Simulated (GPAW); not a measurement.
Crystal: CdSe (Cadmoselite).

```xyz
4
Lattice="4.3000 0.0000 0.0000 -2.1500 3.7239 0.0000 0.0000 0.0000 7.0200" Properties=species:S:1:pos:R:3 pbc="T T T"
Cd    2.1500    1.2413    3.5100
Cd    0.0000    2.4826    0.0000
Se    2.1500    1.2413    6.2127
Se    0.0000    2.4826    2.7027
```

Base run:

```yaml
Program: GPAW 26.7.0
Functional: PBE
Potentials_or_basis: GPAW PAW data sets (gpaw-data 1.2.1)
Cutoff: 500 eV
Basis: pw
k_mesh: 6 × 6 × 3
Occupations: fermi-dirac, width 0.05 eV
Spin: no spin polarisation
```

Its results: band gap on the k mesh 0.70 eV, direct; pressure 2.5 GPa; largest force 0.282 eV/Å.

Task: The run is repeated on the same cell with these changes: cutoff from 500 eV to 450 eV. What comes out?

Result: Band gap on the k mesh 0.70 eV, direct; pressure 2.0 GPa; largest force 0.284 eV/Å.

Caveats: the cutoff is short for stress and forces, so pressures can be off by a GPa or more.

